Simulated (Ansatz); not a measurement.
# InSb (h-MgO (five-fold) type): Wannier inputs, tried as typed

Aim: run 2 Wannier inputs for InSb (h-MgO (five-fold) type) as typed, and read from each log whether it ends well.

Computed with Ansatz 0.2.0 (plane waves, PAW; the settings change from run to run, as each input shows, unless a step's input says otherwise).

1 further run of the same task is left out (it didn't finish).

## (1) The system as given

It takes space group P6_3/mmc (No. 194, hexagonal). Conventional cell: a = 5.030 Å, b = 5.030 Å, c = 6.206 Å, α = 90.00°, β = 90.00°, γ = 120.00°. In (site symmetry -6m2) has 5 Sb at 2.90 to 3.10 Å as nearest neighbours. Around Sb (site symmetry -6m2) lie 5 In at 2.90 to 3.10 Å.

Coordinates:

```xyz
4
Lattice="5.0296 0.0000 0.0000 -2.5148 4.3557 0.0000 0.0000 0.0000 6.2058" Properties=species:S:1:pos:R:3 pbc="T T T"
In    0.0000    2.9038    1.5514
In    2.5148    1.4519    4.6543
Sb    2.5148    1.4519    1.5514
Sb    0.0000    2.9038    4.6543
```

Cell and atoms come from an earlier r2SCAN relaxation. No run includes spin-orbit coupling, which matters for In, Sb.

## (2) Try 1

The input, input.yaml:

```yaml
crystal:
  lattice:
    - [5.0295613216, 0.0, 0.0]
    - [-2.5147806608, 4.3557278744, 0.0]
    - [0.0, 0.0, 6.2057926258]
  atoms:
    - { symbol: In, position: [0.3333333333, 0.6666666667, 0.25] }
    - { symbol: In, position: [0.6666666667, 0.3333333333, 0.75] }
    - { symbol: Sb, position: [0.6666666667, 0.3333333333, 0.25] }
    - { symbol: Sb, position: [0.3333333333, 0.6666666667, 0.75] }
kpoints:
  mp_grid: { grid: [6, 6, 4] }
  band_path:
    path:
      - [[0.0, 0.0, 0.0], [0.5, 3.478887855739e-17, 0.0], [0.3333333333333, 0.3333333333333, 0.0], [0.0, 0.0, 0.0], [0.0, 0.0, 0.5], [0.5, 3.478887855739e-17, 0.5], [0.3333333333333, 0.3333333333333, 0.5], [0.0, 0.0, 0.5]]
      - [[0.5, 3.478887855739e-17, 0.5], [0.5, 3.478887855739e-17, 0.0]]
      - [[0.3333333333333, 0.3333333333333, 0.5], [0.3333333333333, 0.3333333333333, 0.0]]
    npoints: 10
hamiltonian:
  xc: pbe
scf:
  occupations: { method: fermi_dirac, width: 0.02 }
  n_extra_bands: 6
output:
  forces: false
  stress: false
  eigenvalues: true
  wannier:
    kmesh: [6, 6, 4]
    projections: [{ species: Sb, l: s, shell: 5 }, { species: Sb, l: p, shell: 5 }]
    minimise: true
    write_hr: true
    conv_tol: 1.0e-08
    max_iter: 1000
    stability_check: false
```

Run with:

```console
$ ansatz run input.yaml --threads 4 --pin off --max-ram 3686MiB --backend cpu --events-out ev --progress --plain --runs-dir out
```

The program printed (excerpt; [...] marks lines left out):

```text
Warning: RAYON_NUM_THREADS=4 ignored (pool sized by the plan → 4); use --threads N
scf.n_extra_bands = 6 over 28 filled bands (N_el = 56.0): the run solves 34 bands
[...]
Pseudopotentials: kind: paw
Pseudopotential: In, paw, valence charge 13, recommended cutoff 420 eV (normal), In.paw.azcp
Pseudopotential: Sb, paw, valence charge 15, recommended cutoff 420 eV (normal), Sb.paw.azcp
Functional definition: PBE
[...]
Crystal: 4 atoms, lattice volume = 135.953 Å³
Basis set: ecut = 420 eV, 2703 PW (Γ)
Bands: 34, of which v1, the nominal top of the filled ones, is band 28 counted from 1 (27 counted from 0)
Symmetry: 24 space group operations
Space group: P63/mmc (ITA 194), of the structure as read, at distance tolerance 5.1e-5 Å
k-points: 21 of 144
[...]
SCF iter   1: F=—  HF=-24164.346163 eV  |F-HF|=—  |Δ(HF+E_count)|=         —  Δρ=1.50e-3  dr2=5.67e-3  ethr=1.77e-3  ⟨swp⟩=7.2  Hψ=3092  notcnv=0
[...]
SCF iter   7: F=-24164.341110 eV  HF=-24164.341110 eV  |F-HF|=6.18e-8  |Δ(HF+E_count)|=   1.18e-7  Δρ=7.57e-6  dr2=6.98e-8  ethr=1.79e-10  ⟨swp⟩=7.4  Hψ=2489  notcnv=0
[...]
NSCF: frozen V_eff on 93 k-points
NSCF: frozen V_eff on 25 k-points
WARN: eigensolver did not converge in 8 slots of this pass, the one above among them; of largest residual over every band (k=16): 2 band(s) unlocked (lowest unlocked band 32, counted from 0; max residual 1.24e-3 eV among the unlocked bands, 1.24e-3 eV over every band); of lowest unlocked [...]
the Wannier pass solved 25 of the 144 points of its mesh, and has the states at the others by symmetry: states obtained by the crystal's operations at points that were solved too leave a residual of 3.00e-13 eV (read by the count's bands and the next), within 5.56e-6 eV
NSCF: frozen V_eff on 25 k-points
the Wannier pass solved 25 of the 144 points of its mesh, and has the states at the others by symmetry: states obtained by the crystal's operations at points that were solved too leave a residual of 3.10e-13 eV (read by the count's bands and the next), within 5.56e-6 eV
SCF converged after 7 iterations
Free energy (F): -24164.341110 eV
[...]
E sigma→0 (E₀):  -24164.337908 eV
Entropy (-TS):   -0.006403 eV (-1.601 meV/atom)
Fermi energy:    7.383818 eV
[...]
--- Band table (eV; the first three rows and the last of 21) ---
[...]
Wannier search: line search 1 of at most 1000: gauge-dependent spread (as the search counts it) 8.8826237 Å², largest recent change 5.2e-1 Å² against conv_tol 1.0e-8 Å², 0 stops escaped
```

Wall time 19 s (4 threads of Arm Neoverse N1, shared host); peak memory 0.57 GiB.

The run ended, but the log doubts its result. The cause: the eigensolver left some bands unconverged. The analysis is set aside.

## (3) Try 2

Changes to input.yaml since step 2:

```diff
@@ -22,3 +22,3 @@
   occupations: { method: fermi_dirac, width: 0.02 }
-  n_extra_bands: 6
+  n_extra_bands: 8
 output:
@@ -29,7 +29,11 @@
     kmesh: [6, 6, 4]
-    projections: [{ species: Sb, l: s, shell: 5 }, { species: Sb, l: p, shell: 5 }]
+    projections: [{ species: In, l: s, shell: 5 }, { species: Sb, l: p, shell: 5 }]
     minimise: true
     write_hr: true
-    conv_tol: 1.0e-08
+    conv_tol: 0.001
     max_iter: 1000
-    stability_check: false
+    disentanglement: { window: [-2.11, 19.89], frozen_window: [0.89, 8.69] }
+  write_density: true
+  write_potential: true
+  elf: true
+  volumetric_format: npy
```

Run with:

```console
$ ansatz run input.yaml --threads 4 --pin off --max-ram 3686MiB --backend cpu --events-out ev --progress --plain --runs-dir out
```

The program printed:

```text
Warning: RAYON_NUM_THREADS=4 ignored (pool sized by the plan → 4); use --threads N
scf.n_extra_bands = 8 over 28 filled bands (N_el = 56.0): the run solves 36 bands
Engine: ansatz 0.2.0, aarch64-unknown-linux-gnu
[... 4 set-up lines as earlier in the session ...]
  parameter kappa = 0.804
  parameter beta = 0.06672455060314922
  exchange = pbe_x(kappa = kappa, mu = beta*pi^2/3)
  correlation = pbe_c(beta = beta)
Crystal: 4 atoms, lattice volume = 135.953 Å³
Basis set: ecut = 420 eV, 2703 PW (Γ)
Bands: 36, of which v1, the nominal top of the filled ones, is band 28 counted from 1 (27 counted from 0)
[... 2 set-up lines as earlier in the session ...]
k-points: 21 of 144
Non-local potential: In, projectors of the file, l = 0: 2, l = 1: 2, l = 2: 2, l = 3: 2
Non-local potential: Sb, projectors of the file, l = 0: 2, l = 1: 2, l = 2: 2, l = 3: 2
PAW form: soft (Blöchl's): semilocal exchange-correlation on the pseudo side does not see the compensation charge
PAW one-centre angular grid: In, 590 points (default); XC on 64 Gauss nodes
PAW one-centre angular grid: Sb, 590 points (default); XC on 64 Gauss nodes
Initial density: superposition of atomic densities (neutral atoms: chi_scale 0, normalization atom), corrected by the library's trained network
Initial wavefunctions: pseudopotential atomic-orbital guess
Functional: x = pbe(κ = 0.804, μ = 0.2195149727645171), c = pbe(β = 0.06672455060314922)
SCF iter   1: F=—  HF=-24164.346150 eV  |F-HF|=—  |Δ(HF+E_count)|=         —  Δρ=1.49e-3  dr2=5.56e-3  ethr=1.77e-3  ⟨swp⟩=6.8  Hψ=3302  notcnv=0
preconditioner: auto → LDOS  [insulator: Δε(μ)=0.049 eV  Ē_g=13.772 eV  σ=0.020 eV  W_gap=0.52  n_scr=22 (ndim 8)  ℏωp=19.1 eV  f_vac=0.118  D(μ)=4.43/eV (n_scr^D=22)  ε∞_Penn≈2.9  β→1.0]
SCF iter   2: F=—  HF=-24164.341552 eV  |F-HF|=—  |Δ(HF+E_count)|=   4.60e-3  Δρ=1.11e-3  dr2=1.54e-3  ethr=9.92e-6  ⟨swp⟩=2.1  Hψ=1428  notcnv=0  defer=44
SCF iter   3: F=—  HF=-24164.341418 eV  |F-HF|=—  |Δ(HF+E_count)|=   1.34e-4  Δρ=8.07e-4  dr2=7.93e-4  ethr=2.75e-6  ⟨swp⟩=2.0  Hψ=1224  notcnv=0  defer=44
SCF iter   4: F=—  HF=-24164.341108 eV  |F-HF|=—  |Δ(HF+E_count)|=   3.09e-4  Δρ=1.78e-4  dr2=3.20e-5  ethr=1.42e-6  ⟨swp⟩=2.0  Hψ=1067  notcnv=0  defer=44
SCF iter   5: F=—  HF=-24164.341111 eV  |F-HF|=—  |Δ(HF+E_count)|=   2.90e-6  Δρ=5.12e-5  dr2=4.42e-6  ethr=5.72e-8  ⟨swp⟩=2.0  Hψ=1303  notcnv=0  defer=44
SCF iter   6: F=—  HF=-24164.341110 eV  |F-HF|=—  |Δ(HF+E_count)|=   1.62e-6  Δρ=1.84e-5  dr2=3.55e-7  ethr=7.88e-9  ⟨swp⟩=2.0  Hψ=1306  notcnv=0  defer=44
SCF iter   7: F=-24164.341110 eV  HF=-24164.341110 eV  |F-HF|=5.13e-8  |Δ(HF+E_count)|=   1.11e-7  Δρ=6.89e-6  dr2=6.15e-8  ethr=1.79e-10  ⟨swp⟩=7.8  Hψ=2818  notcnv=0
SCF 1 converged in 7 iterations: F = -24164.341110 eV  dr2 = 6.15e-8
NSCF: frozen V_eff on 93 k-points
NSCF: frozen V_eff on 25 k-points
the Wannier pass solved 25 of the 144 points of its mesh, and has the states at the others by symmetry: states obtained by the crystal's operations at points that were solved too leave a residual of 2.74e-13 eV (read by the count's bands and the next), within 5.56e-6 eV
NSCF: frozen V_eff on 25 k-points
the Wannier pass solved 25 of the 144 points of its mesh, and has the states at the others by symmetry: states obtained by the crystal's operations at points that were solved too leave a residual of 2.21e-13 eV (read by the count's bands and the next), within 5.56e-6 eV
NSCF: frozen V_eff on 25 k-points
the Wannier pass solved 25 of the 144 points of its mesh, and has the states at the others by symmetry: states obtained by the crystal's operations at points that were solved too leave a residual of 3.71e-13 eV (read by the count's bands and the next), within 5.56e-6 eV
SCF converged after 7 iterations
Free energy (F): -24164.341110 eV
Harris-Foulkes:  -24164.341110 eV  (|F-HF|=5.13e-8)
Internal energy: -24164.334706 eV  (E = F + TS)
E sigma→0 (E₀):  -24164.337908 eV
Entropy (-TS):   -0.006403 eV (-1.601 meV/atom)
Fermi energy:    7.383816 eV
--- Per-component energies (eV) ---
  E_band       = -519.336622
  E_kinetic    = 898.416148
  E_local      = -6383.909091  (includes V_loc(G=0)·N_el)
  E_nonlocal   = 1458.362708
  E_hartree    = 2746.335714
  E_xc         = -707.042188
  E_vxc        = -390.358694  (∫ρ·V_xc dr)
  E_paw        = -17459.628300  (= ΣΔE_a)
  E_vpaw       = -1594.499569  (= ΣTr[D̂ρ^β])
  E_aug_tail   = 0.000048  (compensation charges beyond the density's cutoff)
  E_ewald      = -4716.869745
  E_smearing   = -0.006403  (= −TS)
  E_closure    = -0.000000  (closes the sum)
  Σ components = -24164.341110   (vs F -24164.341110, Δ=0.00e0)
--- Band table (eV; the first three rows and the last of 21) ---
  k-point 0: bands = ["-21.2570", "-21.2556", "-21.2479", "-21.2479", "-21.2476", "-21.2476", "-21.2442", "-21.2442", "-21.2388", "-21.2388", "-7.2353", "-7.1343", "-7.1343", "-7.1337", "-7.1337", "-7.1127", "-7.0958", "-7.0958", "-7.0570", "-7.0570", "-3.3030", "-0.9770", "3.2407", "4.2068", "5.3488", "5.3488", "6.8514", "7.1577", "7.1577", "7.4305", "9.5884", "9.5884", "11.8007", "11.8007", "12.2778", "13.3437"]
  k-point 1: bands = ["-21.2565", "-21.2555", "-21.2481", "-21.2481", "-21.2481", "-21.2481", "-21.2430", "-21.2430", "-21.2393", "-21.2393", "-7.2144", "-7.1381", "-7.1381", "-7.1370", "-7.1370", "-7.1270", "-7.0865", "-7.0865", "-7.0606", "-7.0606", "-3.0890", "-1.5422", "3.5024", "5.2536", "5.3732", "5.5664", "5.5664", "6.8415", "6.8415", "9.2740", "9.6631", "9.6631", "11.1307", "11.1307", "11.1828", "12.5392"]
  k-point 2: bands = ["-21.2556", "-21.2556", "-21.2483", "-21.2483", "-21.2483", "-21.2483", "-21.2409", "-21.2409", "-21.2409", "-21.2409", "-7.1675", "-7.1675", "-7.1405", "-7.1405", "-7.1405", "-7.1405", "-7.0712", "-7.0712", "-7.0712", "-7.0712", "-2.4576", "-2.4576", "4.1919", "4.1919", "6.1505", "6.1505", "6.1505", "6.1505", "7.6744", "7.6744", "10.1876", "10.1876", "10.1876", "10.1876", "12.2972", "12.2972"]
  k-point 20: bands = ["-21.2552", "-21.2552", "-21.2484", "-21.2484", "-21.2481", "-21.2481", "-21.2415", "-21.2415", "-21.2413", "-21.2413", "-7.1560", "-7.1560", "-7.1453", "-7.1453", "-7.1122", "-7.1122", "-7.0799", "-7.0799", "-7.0777", "-7.0777", "-1.5730", "-1.5730", "1.2969", "1.2969", "4.4269", "4.4269", "7.8853", "7.8853", "9.8549", "9.8549", "10.6060", "10.6060", "11.0654", "11.0654", "12.5867", "12.5867"]
Wannier search: line search 1 of at most 1000: gauge-dependent spread (as the search counts it) 4.1412159 Å², largest recent change 2.1e-1 Å² and fall left 7.3e-4 Å² against conv_tol 1.0e-3 Å², 0 stops escaped
```

It took 34 s on 4 threads of Arm Neoverse N1, shared host; peak memory 0.71 GiB.

The windows are typed on the program's own energy scale, on which the last band filled by count tops at 7.89 eV (the bands overlap, so it is not filled everywhere).

The head of wannier.spreads.toml:

```toml
omega_i_ang2 = 34.2456269064329
omega_d_ang2 = 0.6038911690095993
omega_od_ang2 = 3.5353014250830785
omega_total_ang2 = 38.38481950052558
least_projectability = 0.290382021585463
b_vectors_match_mmn = true
n_iter = 7
converged = true
rejected_fitted_steps = 0
dis_converged = true
dis_n_iter = 93
dis_n_moved = 0
dis_level_miss = 0.010430648982784124
```

The functions (centres in Å, on-site energies from the highest level of the last filled band):

```
n      x      y      z  spread (Å²)  on-site (eV)  nearest atoms  distance (Å)
1  0.000  2.904  1.551        5.293        -2.326            In1          0.00
2  2.515  1.452  4.654        5.293        -2.326            In2          0.00
3  2.515  1.452  1.551        4.920        -2.129            Sb3          0.00
4  2.515  1.607  1.551        4.492        -2.258            Sb3          0.16
5  2.515  1.290  1.551        4.487        -2.259            Sb3          0.16
6  0.000  2.904  4.654        4.920        -2.129            Sb4          0.00
7  0.000  2.748  4.654        4.492        -2.258            Sb4          0.16
8  0.000  3.065  4.654        4.487        -2.259            Sb4          0.16
```

Along the path each interpolated band stays within 0.03, 0.06, 0.02, 0.10, 0.14, 0.14, 0.46, 0.46 eV of the nearest computed level, from the lowest band up; bands outside the frozen window needn't match, and between the mesh's points a coarse mesh lets the others stray too.

The least projectability is 0.29: some state is hardly reached by the trial orbitals.

## (4) Summary

| try | settings | ended | result | fault | time |
| --- | --- | --- | --- | --- | --- |
| 1 | PBE, 8 functions, 6×6×4 | ended with warnings |  | the eigensolver left some bands unconverged | 19 s |
| 2 | PBE, 8 functions, 6×6×4, window -2.11 to 19.89 eV, frozen 0.89 to 8.69 eV | converged | spread 38.38 Å² |  | 34 s |

**Reading.** 1 ended with warnings, 1 converged. These values shouldn't be quoted for the material: the settings weren't chosen for accuracy.
